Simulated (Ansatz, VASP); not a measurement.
## Cross-check of Ti15O32 (V_Ti) between VASP and Ansatz

One calculation is typed for both programs; each brings its own data sets. How far apart do they land? The cell is taken from a series of runs on this material, whose earlier steps may have relaxed, scaled, displaced or heated it; both programs get it as it stands.

Method: plane waves, with VASP 6.6.1 beside it; LDA and PBE, in Ansatz 0.2.0.

## (1) Starting point

The cell holds 47 atoms: 15 Ti and 32 O. Cell: a = 7.478 Å, b = 7.478 Å, c = 9.458 Å, α = 90.0°, β = 90.0°, γ = 90.0°. It derives from TiO2 (TiO2 (I4_1/amd)). Nearest the centre at fractional (0.750, 0.250, 0.500): O45 at 1.95 Å, O32 at 1.95 Å, O16 at 1.96 Å, O37 at 1.96 Å, O39 at 2.42 Å, O35 at 2.42 Å, Ti10 at 2.86 Å, Ti15 at 2.86 Å. The cell carries charge −2.

As a file:

```
Ti O
1.0
     7.47807    0.00000    0.00000
     0.00000    7.47807    0.00000
     0.00000    0.00000    9.45759
Ti O
15 32
Direct
  0.99755 0.00193 0.00016
  0.25036 0.24925 0.49116
  0.99467 0.24929 0.26500
  0.25100 0.00175 0.74915
  0.99640 0.49664 0.99993
  0.25064 0.74908 0.50024
  0.99795 0.74846 0.25128
  0.24896 0.49793 0.74925
  0.50292 0.00310 0.00042
  0.50994 0.25012 0.26451
  0.75026 0.00528 0.73533
  0.50194 0.49754 0.00020
  0.75044 0.74948 0.50930
  0.50183 0.75054 0.25113
  0.74940 0.48992 0.73596
  0.00556 0.24904 0.45285
  0.24996 0.99737 0.95817
  0.00203 0.99853 0.20898
  0.25025 0.24922 0.70822
  0.00491 0.24946 0.03328
  0.25094 0.99904 0.54170
  0.00094 0.99775 0.79146
  0.25159 0.24875 0.28321
  0.00072 0.74878 0.45868
  0.24949 0.50194 0.95751
  0.00287 0.50027 0.20843
  0.24844 0.74950 0.70791
  0.00216 0.74959 0.04224
  0.25049 0.50004 0.54157
  0.00043 0.49933 0.79137
  0.25030 0.75086 0.29248
  0.49572 0.25088 0.45258
  0.75007 0.99478 0.96714
  0.50044 0.99904 0.20908
  0.74809 0.24844 0.75578
  0.49464 0.25020 0.03388
  0.75115 0.99433 0.54750
  0.49917 0.99674 0.79197
  0.75140 0.25088 0.24456
  0.49973 0.74936 0.45889
  0.74929 0.50498 0.96656
  0.49731 0.50095 0.20917
  0.75042 0.74835 0.71716
  0.49773 0.75004 0.04295
  0.74925 0.50415 0.54786
  0.49849 0.50256 0.79129
  0.75045 0.74921 0.29218
```

## (2) Ansatz: single point, LDA

Ansatz runs on its default PAW (the set named soft_2) files.

A single point takes one fixed geometry, so differences don't come from the geometry; what else differs is listed under the comparison.

Input file input.yaml:

```yaml
crystal:
  checkpoint: "../qm2_M2.relax.run"
  host: checkpoint
total_charge: -2
basis:
  ecutwfc: 420
  xc_grid: 2
hamiltonian:
  xc: lda
kpoints:
  mp_grid: { grid: [1, 1, 1], shift: [0.25, 0.25, 0.25] }
magnetization:
  spin_polarized: true
  initial_magnetization: 2
  spin_locking: { lock_magnetization: hard }
scf:
  occupations: { method: fixed }
  max_iter: 100
output:
  forces: true
  eigenvalues: true
  charged_corrections:
    epsilon: [6.87, 6.87, 6.27]
    static_epsilon: [53.34, 53.34, 27.44]
    defect_position: [0.75, 0.25, 0.5]
  eigenstates: { localisation: true }
  populations: true
  efg: {}
  band_densities: [{ bands: [v1, v1] }, { bands: [c1, c1] }]
  write_density: true
  write_potential: true
  volumetric_format: npy
  elf: true
checkpoint:
  write: "../qm2_M2.point.run"
  compress: false
  write_wavefunctions: false
  write_every: 100000
```

Launch:

```
$ ansatz run input.yaml --threads 4 --pin off --max-ram 6594MiB --backend cpu --events-out ev --progress --plain --runs-dir out
```

Numbers of over 12 decimals in the logs are rounded to 6 here.

The log of the run:

```text
crystal.checkpoint: the structure is that of <dir>, a `relax` run, at its step 11: its result, under lda at a charge of -2 e; 47 atoms read, 2 with a starting moment; this run starts in the magnetic order that was found there; no density is read with it (checkpoint.read); crystal.structure_sha256 for this input is
Engine: ansatz 0.2.0, aarch64-unknown-linux-gnu
Pseudopotentials: kind: paw
Pseudopotential: Ti, paw, valence charge 12, recommended cutoff 420 eV (normal), Ti.paw.azcp
Pseudopotential: O, paw, valence charge 6, recommended cutoff 420 eV (normal), O.paw.azcp
Functional definition: SPW92
  exchange = slater_x
  correlation = pw_c
Crystal: 47 atoms, lattice volume = 528.882 Å³
Basis set: ecut = 420 eV, 10375 PW (Γ), exchange–correlation on 100×100×128 points (8 copies of the dense FFT grid, shifted against one another)
Bands: 235, of which v1, the nominal top of the filled ones, is band 187 counted from 1 (186 counted from 0)
Symmetry: 1 space group operations
Space group: P1 (ITA 1), of the structure as read, at distance tolerance 8.1e-5 Å
Magnetic group: BNS 1.1 (UNI 1), of the structure as read, at distance tolerance 8.1e-5 Å
k-points: 1
Non-local potential: Ti, projectors of the file, l = 0: 3, l = 1: 2, l = 2: 3, l = 3: 1
Non-local potential: O, projectors of the file, l = 0: 2, l = 1: 2, l = 2: 1
PAW form: soft (Blöchl's): semilocal exchange-correlation on the pseudo side does not see the compensation charge
PAW frozen core: Ti, regenerated for the run's functional, and the local potential with it (the file was generated under x = pbe(κ = 0.804, μ = 0.219515), c = pbe(β = 0.066725))
PAW frozen core: O, regenerated for the run's functional, and the local potential with it (the file was generated under x = pbe(κ = 0.804, μ = 0.219515), c = pbe(β = 0.066725))
PAW one-centre angular grid: Ti, 590 points (default); XC on 64 Gauss nodes
PAW one-centre angular grid: O, 110 points (default); XC on 64 Gauss nodes
Initial density: superposition of atomic densities (chi_scale 0.1, normalization cell, long waves kept (reshape's long-wave potential 0.18 eV rms))
Starting moments: Σ|m| = 2 μB on 2 of 47 sites
Initial wavefunctions: pseudopotential atomic-orbital guess
Functional: x = slater, c = lda
SCF iter   1: F=—  HF=-54568.249703 eV  |F-HF|=—  |Δ(HF+E_count)|=         —  Δρ=3.16e-2 (↑3.06e-2 ↓3.16e-2)  dr2=2.24e1  dr2_m=3.92e-1  M=2.000 μB ∫|m|=2.319 μB  β_m=0.30  ethr=3.10e-3  ⟨swp⟩=3.0  Hψ=1528  notcnv=0  defer=78
preconditioner: auto → Resta (q_TF=auto, 2.575 Å⁻¹)  ε∞=7.8  [insulator: Δε(μ)=0.110 eV  Ē_g=9.848 eV  n_scr=138 (ndim 8)  ℏωp=25.7 eV  f_vac=0.002  ε∞_Penn≈7.8]
spin=Collinear: Resta preconditioning applied to the charge; magnetization (m = ρ↑ − ρ↓) channel mixes plain (no charge-response kernel on spin).
SCF iter   2: F=—  HF=-54565.851018 eV  |F-HF|=—  |Δ(HF+E_count)|=    2.40e0  Δρ=2.57e-2 (↑2.00e-2 ↓2.57e-2)  dr2=9.07e0  dr2_m=5.60e-1  M=2.000 μB ∫|m|=2.354 μB  β_m=0.44  ethr=3.10e-3  ⟨swp⟩=2.0  Hψ=549  notcnv=0  defer=89
SCF iter   3: F=—  HF=-54564.689074 eV  |F-HF|=—  |Δ(HF+E_count)|=    1.16e0  Δρ=2.26e-2 (↑1.41e-2 ↓2.26e-2)  dr2=8.84e0  dr2_m=3.88e-1  M=2.000 μB ∫|m|=2.378 μB  β_m=0.53  ethr=2.43e-3  ⟨swp⟩=2.0  Hψ=587  notcnv=0  defer=90
SCF iter   4: F=—  HF=-54564.901317 eV  |F-HF|=—  |Δ(HF+E_count)|=   2.12e-1  Δρ=3.45e-2 (↑1.12e-2 ↓3.45e-2)  dr2=1.58e1  dr2_m=8.36e-1  M=2.000 μB ∫|m|=2.425 μB  β_m=0.40  ethr=2.36e-3  ⟨swp⟩=2.0  Hψ=659  notcnv=0  defer=92
SCF iter   5: F=—  HF=-54563.606035 eV  |F-HF|=—  |Δ(HF+E_count)|=    1.30e0  Δρ=1.23e-2 (↑3.49e-3 ↓1.23e-2)  dr2=1.50e0  dr2_m=1.48e-1  M=2.000 μB ∫|m|=2.435 μB  β_m=0.39  ethr=2.36e-3  ⟨swp⟩=2.0  Hψ=667  notcnv=0  defer=89
SCF iter   6: F=—  HF=-54563.484894 eV  |F-HF|=—  |Δ(HF+E_count)|=   1.21e-1  Δρ=7.31e-3 (↑2.86e-3 ↓7.31e-3)  dr2=5.82e-1  dr2_m=6.46e-2  M=2.000 μB ∫|m|=2.443 μB  β_m=0.63  ethr=4.02e-4  ⟨swp⟩=2.0  Hψ=474  notcnv=0  defer=85
SCF iter   7: F=—  HF=-54563.472449 eV  |F-HF|=—  |Δ(HF+E_count)|=   1.24e-2  Δρ=3.56e-3 (↑1.44e-3 ↓3.56e-3)  dr2=1.56e-1  dr2_m=1.20e-2  M=2.000 μB ∫|m|=2.459 μB  β_m=0.64  ethr=1.56e-4  ⟨swp⟩=2.0  Hψ=440  notcnv=0  defer=92
SCF iter   8: F=—  HF=-54563.474561 eV  |F-HF|=—  |Δ(HF+E_count)|=   2.11e-3  Δρ=3.61e-3 (↑1.26e-3 ↓3.61e-3)  dr2=1.41e-1  dr2_m=1.16e-2  M=2.000 μB ∫|m|=2.471 μB  β_m=0.57  ethr=4.18e-5  ⟨swp⟩=2.0  Hψ=588  notcnv=0  defer=92
SCF iter   9: F=—  HF=-54563.466589 eV  |F-HF|=—  |Δ(HF+E_count)|=   7.97e-3  Δρ=9.90e-4 (↑4.02e-4 ↓9.90e-4)  dr2=1.03e-2  dr2_m=9.21e-4  M=2.000 μB ∫|m|=2.468 μB  β_m=0.58  ethr=3.77e-5  ⟨swp⟩=2.0  Hψ=431  notcnv=0  defer=92
SCF iter  10: F=—  HF=-54563.466731 eV  |F-HF|=—  |Δ(HF+E_count)|=   1.42e-4  Δρ=4.71e-4 (↑2.23e-4 ↓4.71e-4)  dr2=2.39e-3  dr2_m=1.88e-4  M=2.000 μB ∫|m|=2.468 μB  β_m=0.58  ethr=2.74e-6  ⟨swp⟩=2.0  Hψ=563  notcnv=0  defer=91
[...]
electrostatic potential = -2526.269585 V   contact ρ = 56427.560436 e/Å³   contact ρ_s (e/Å³): all electrons -0.057686, valence -0.099458
  atom  40  O  V_zz =    +1.554122   η = 0.3996   by run symmetry: allowed
            electrostatic potential = -622.600806 V   contact ρ = 2124.990768 e/Å³   contact ρ_s (e/Å³): all electrons -0.000228, valence +0.014113
  atom  41  O  V_zz =    -1.151737   η = 0.5680   by run symmetry: allowed
            electrostatic potential = -622.659582 V   contact ρ = 2125.655160 e/Å³   contact ρ_s (e/Å³): all electrons +0.031820, valence +0.203231
  atom  42  O  V_zz =    -1.338245   η = 0.5116   by run symmetry: allowed
            electrostatic potential = -622.616895 V   contact ρ = 2125.187133 e/Å³   contact ρ_s (e/Å³): all electrons +0.021509, valence +0.128957
  atom  43  O  V_zz =    -1.211000   η = 0.0369   by run symmetry: allowed
            electrostatic potential = -622.922711 V   contact ρ = 2125.493164 e/Å³   contact ρ_s (e/Å³): all electrons +0.003986, valence +0.093872
  atom  44  O  V_zz =    -0.977971   η = 0.3130   by run symmetry: allowed
            electrostatic potential = -622.612200 V   contact ρ = 2125.254382 e/Å³   contact ρ_s (e/Å³): all electrons +0.018714, valence +0.109340
  atom  45  O  V_zz =    -2.874078   η = 0.6986   by run symmetry: allowed
            electrostatic potential = -623.097532 V   contact ρ = 2127.514692 e/Å³   contact ρ_s (e/Å³): all electrons +0.101993, valence +0.243672
  atom  46  O  V_zz =    -1.325076   η = 0.5435   by run symmetry: allowed
            electrostatic potential = -622.618615 V   contact ρ = 2125.184881 e/Å³   contact ρ_s (e/Å³): all electrons +0.021228, valence +0.127156
  atom  47  O  V_zz =    +0.793549   η = 0.7984   by run symmetry: allowed
            electrostatic potential = -622.553463 V   contact ρ = 2125.182996 e/Å³   contact ρ_s (e/Å³): all electrons +0.020249, valence +0.103081
--- Charged-cell corrections in eV (Makov–Payne, q = -2.000 e, ε = [6.870, 6.870, 6.270] of the electrons, [53.340, 53.340, 27.440] with the ions) ---
  F (periodic)     = -54563.465935  (uncorrected; the corrections below are reported, never added to it)
  E_corr1          = +1.473976  (monopole, q²α_M/2ε̄L, of the cell on which ε is isotropic)
  F Makov-Payne    = n/a  (the rows are of the electrons' constant alone; ansatz place-levels tells what screens the charge)
  no potential alignment in this run, which stands beside a crystal: run the host's input off ansatz write-host-input, and read the two finished runs by ansatz place-levels (neither reads a slab, a wire or a sheet, whose cell leaves a vacuum)
--- Band table (eV) ---
  k-point 0 ↑: bands = [... 183 lower, 6.4454, 6.4654, 6.5019, 6.6216, 6.6677, 9.5660, 9.6662, 9.7209, ... 44 higher]
  k-point 0 ↓: bands = [... 183 lower, 6.5556, 6.6308, 6.6790, 6.8051, 6.8897, 9.5706, 9.6675, 9.7169, ... 44 higher]
--- Löwdin populations: 47 sites ---
  site symbol       q [e]    m [muB]
     0     Ti     10.7494    -0.0268
     1     Ti     10.7787    -0.0075
     2     Ti     10.7850    -0.0266
     3     Ti     10.7475    -0.0123
     4      O      6.5156     0.0549
     5      O      6.6283     0.0639
     6      O      6.6204     0.0735
     7      O      6.6204     0.0541
     8      O      6.5994     0.1304
     9      O      6.6264     0.0114
    10      O      6.6207     0.0713
    11      O      6.6411     0.0549
    12     Ti     10.7489    -0.0261
    13     Ti     10.7522    -0.0011
    14     Ti     10.7474    -0.0126
    15     Ti     10.7484    -0.0135
    16      O      6.6263     0.0114
    17      O      6.6283     0.0569
    18      O      6.6236     0.0450
    19      O      6.6267     0.0302
    20      O      6.6283     0.0636
    21      O      6.6262     0.0091
    22      O      6.6225     0.0488
    23      O      6.6269     0.0310
[...]
39      O      6.6265     0.0091
    40      O      6.6036     0.1120
    41      O      6.6212     0.0692
    42      O      6.6412     0.0545
    43      O      6.6282     0.0569
    44      O      6.5123     0.0926
    45      O      6.6211     0.0682
    46      O      6.6200     0.0551
  spilling = 0.003479 (of n_electrons = 374.000000)
--- Band densities, each state counted as filled ---
  window                                       electrons  max residual (eV)  cut levels
  bands: [v1, v1]                    1.000000 + 1.000000             2.3e-5           0
  bands: [c1, c1]                    1.000000 + 1.000000             2.5e-5           0
```

In the SCF lines HF is the Harris–Foulkes energy and dr2 the Hartree energy of the density residual, in eV; the loop may stop once dr2 is under the threshold and the program's other checks hold. Hψ counts applications of the Hamiltonian.

## (3) VASP: single point, LDA

The same cell, functional (in two slightly different forms) and mesh now go to VASP, with its own data sets.

Lines of VASP's logs that name or quote its potential files are left out, and so is its time.

Input file INCAR:

```
SYSTEM = Ti15O32
PREC = Accurate
ENCUT = 520
EDIFF = 1E-06
NELM = 200
ISMEAR = 0
SIGMA = 0.01
LREAL = Auto
ALGO = Normal
GGA = PW92
NELECT = 374
NBANDS = 224
ISPIN = 2
MAGMOM = -0.01 -0 -0.01 -0.01 -0.01 -0 -0.01 -0.01 -0.01 -0.02 -0.01 -0.01 -0 -0.01 -0.01 0.05 0.06 0.06 0.04 0.11 0.01 0.06 0.05 0.01 0.05 0.04 0.03 0.06 0.01 0.04 0.03 0.08 0.11 0.04 0.19 0.09 0.05 0.04 0.2 0.01 0.09 0.06 0.05 0.05 0.08 0.06 0.04
LASPH = .TRUE.
LMAXMIX = 4
LORBIT = 11
LWAVE = .FALSE.
LCHARG = .FALSE.
ISIF = 2
ISYM = 0
NUPDOWN = 2
GGA_COMPAT = .FALSE.
NCORE = 2
```

Input file POSCAR:

```
Ti15O32
1.0
    7.4780653458      0.0000000000      0.0000000000
    0.0000000000      7.4780653458      0.0000000000
    0.0000000000      0.0000000000      9.4575853170
Ti O
15 32
Direct
    0.9975487226      0.0019276498      0.0001637517
    0.2503570385      0.2492460556      0.4911563240
    0.9946744977      0.2492870115      0.2649972473
    0.2510044746      0.0017546351      0.7491496364
    0.9964009368      0.4966401755      0.9999272747
    0.2506368418      0.7490828124      0.5002403526
    0.9979489366      0.7484570351      0.2512798765
    0.2489594405      0.4979285113      0.7492510864
    0.5029245624      0.0030997037      0.0004188567
    0.5099390676      0.2501151328      0.2645098671
    0.7502642103      0.0052841453      0.7353253364
    0.5019433082      0.4975411699      0.0001956660
    0.7504429964      0.7494806453      0.5093037418
    0.5018308508      0.7505376838      0.2511280315
    0.7493993498      0.4899217317      0.7359608832
    0.0055620557      0.2490360644      0.4528527341
    0.2499614964      0.9973723605      0.9581655066
    0.0020275676      0.9985280078      0.2089757339
    0.2502497553      0.2492240600      0.7082188436
    0.0049121897      0.2494606952      0.0332814078
    0.2509416155      0.9990362194      0.5417014587
    0.0009386800      0.9977490861      0.7914592054
    0.2515881490      0.2487470575      0.2832131836
    0.0007202279      0.7487821147      0.4586774034
    0.2494877000      0.5019399282      0.9575083530
    0.0028660486      0.5002691001      0.2084283158
    0.2484380921      0.7495016153      0.7079083806
    0.0021642594      0.7495867267      0.0422377834
    0.2504854196      0.5000419403      0.5415747519
    0.0004340999      0.4993331060      0.7913723341
    0.2502977065      0.7508596332      0.2924762422
    0.4957154808      0.2508817198      0.4525766940
    0.7500737370      0.9947815114      0.9671403499
    0.5004399168      0.9990428465      0.2090752149
    0.7480921605      0.2484405746      0.7557771091
    0.4946423800      0.2501962838      0.0338833157
    0.7511514040      0.9943263082      0.5474980716
    0.4991727731      0.9967401095      0.7919704422
    0.7513966042      0.2508779996      0.2445579606
    0.4997258290      0.7493642589      0.4588883504
    0.7492861365      0.5049762987      0.9665590627
    0.4973052612      0.5009496545      0.2091746078
    0.7504227115      0.7483475574      0.7171626039
    0.4977257379      0.7500351450      0.0429525085
    0.7492548011      0.5041504771      0.5478557969
    0.4984914729      0.5025646753      0.7912881333
    0.7504486852      0.7492094246      0.2921757226
```

Input file KPOINTS:

```
Points of the shifted mesh
1
Reciprocal
 0.2500000000  0.2500000000  0.2500000000 1
```

The projector-augmented-wave data sets are Ti_sv and O (LDA family, release 64).

Launch:

```
$ mpirun -np 8 vasp_std
```

The log of the run:

```text
[banner, memory and clock lines left out]
running    8 mpi-ranks, on    1 nodes
[...]
|                                                                             |
|               ----> ADVICE to this user running VASP <----                  |
|                                                                             |
|     You enforced a specific xc type in the INCAR file but a different       |
|     [... a line on the potential file left out ...]
|     I HOPE YOU KNOW WHAT YOU ARE DOING!                                     |
|                                                                             |

 LDA part: xc-table for (Slater(with rela. corr.)+PW92), standard interpolation
 POSCAR, INCAR and KPOINTS ok, starting setup
[...]
entering main loop
       N       E                     dE             d eps       ncg     rms          rms(c)
DAV:   1     0.629221175608E+04    0.62922E+04   -0.18152E+05   896   0.195E+03
DAV:   2     0.898926184747E+03   -0.53933E+04   -0.51548E+04   896   0.620E+02
DAV:   3    -0.427560397665E+03   -0.13265E+04   -0.12846E+04  1072   0.269E+02
DAV:   4    -0.550373136101E+03   -0.12281E+03   -0.12202E+03  1216   0.900E+01
DAV:   5    -0.560800188715E+03   -0.10427E+02   -0.10422E+02  1440   0.205E+01BRMIX: very serious problems
 the old and the new charge density differ
 old charge density:   372.00000 new  373.99999
    0.939E+01
DAV:   6    -0.444455641984E+03    0.11634E+03   -0.81700E+02  1272   0.101E+02    0.372E+01
DAV:   7    -0.441564729723E+03    0.28909E+01   -0.13883E+02  1288   0.350E+01    0.238E+01
DAV:   8    -0.440871484330E+03    0.69325E+00   -0.25447E+01  1240   0.181E+01    0.109E+01
DAV:   9    -0.440272133542E+03    0.59935E+00   -0.84021E+00  1328   0.855E+00    0.728E+00
[...]
DAV:  18    -0.440054849294E+03    0.74556E-05   -0.95835E-05  1288   0.346E-02    0.203E-02
DAV:  19    -0.440054848022E+03    0.12717E-05   -0.33641E-05  1224   0.169E-02    0.125E-02
DAV:  20    -0.440054847253E+03    0.76958E-06   -0.96201E-06   984   0.955E-03
   1 F= -.44005485E+03 E0= -.44005485E+03  d E =-.478280E-19  mag=     2.0000
```

From OUTCAR (step 3):

```text
  Total       26.2544407     26.2653745     19.2952783      0.6269813      0.0959747      0.0578011
  in kB       79.5343201     79.5674426     58.4524677      1.8993561      0.2907427      0.1751007
  external PRESSURE =      72.5180768 kB  Pullay stress =       0.0000000 kB

 POSITION                                       TOTAL-FORCE (eV/Angst)
 -----------------------------------------------------------------------------------
      7.45973      0.01442      0.00155         0.003321     -0.002293      0.000405
      1.87219      1.86388      4.64515         0.005958      0.003537      0.054522
      7.43824      1.86418      2.50623         0.030274     -0.001271     -0.131990
      1.87703      0.01312      7.08515        -0.007985     -0.014402      0.003705
      7.45115      3.71391      9.45690         0.022269      0.016705      0.001253
      1.87428      5.60169      4.73107         0.013092     -0.015871      0.001351
      7.46273      5.59701      2.37650         0.016703      0.022488      0.000796
      1.86173      3.72354      7.08611         0.006236      0.007859      0.003326
      3.76090      0.02318      0.00396        -0.019943     -0.015769     -0.002568
      3.81336      1.87038      2.50162        -0.043890     -0.000444     -0.129434
      5.61052      0.03952      6.95440         0.003509     -0.033445      0.140841
      3.75356      3.72065      0.00185        -0.010406      0.002532     -0.000681
      5.61186      5.60467      4.81678        -0.002338     -0.014375     -0.057996
      3.75272      5.61257      2.37506        -0.004807      0.002527     -0.002727
[...]
-----------------------------------------------------------------------------------
    total drift:                                0.044105     -0.039947     -0.003687

  FREE ENERGIE OF THE ION-ELECTRON SYSTEM (eV)
  ---------------------------------------------------
  free  energy   TOTEN  =      -440.0548472528 eV

  energy  without entropy=     -440.0548472528  energy(sigma->0) =     -440.05484725

 magnetization (x)
# of ion       s       p       d       tot
------------------------------------------
    1       -0.001  -0.001  -0.019  -0.022
    2       -0.000   0.004  -0.004  -0.000
    3       -0.001  -0.000  -0.019  -0.020
    4       -0.000  -0.001  -0.009  -0.010
    5       -0.001  -0.001  -0.019  -0.021
    6       -0.000  -0.000  -0.000  -0.001
    7       -0.000  -0.001  -0.009  -0.010
    8       -0.000  -0.000  -0.010  -0.011
    9       -0.001  -0.001  -0.019  -0.021
   10       -0.001   0.000  -0.024  -0.025
   11       -0.001  -0.000  -0.019  -0.020
   12       -0.001  -0.001  -0.018  -0.020
   13       -0.000   0.004  -0.004  -0.000
[...]
--------------------------------------------------
tot          0.019   1.852  -0.208   1.663

[... 3 further parts left out ...]
[key lines of the parts left out:]
E-fermi :   2.9202
```

The magnetic state follows from one typed start and may not be the lowest. The cell is charged against a uniform background.

The run ends at a pressure of 7.25 GPa, with forces up to 0.18 eV/Å.

(Continued in part 2 of 3.)

[Lines on the potential files, build, host, timing and source positions are cut from VASP's logs without a mark.]

[Logs are printed without paths, hosts, clocks, repeated set-up lines and the standing remarks that a program may print on its own settings, such as how far it seeks lower states.]

[Hosts, paths, dates, database ids (printed as entryN), source tags and the programs' standing remarks are cut or masked in the printed files.]
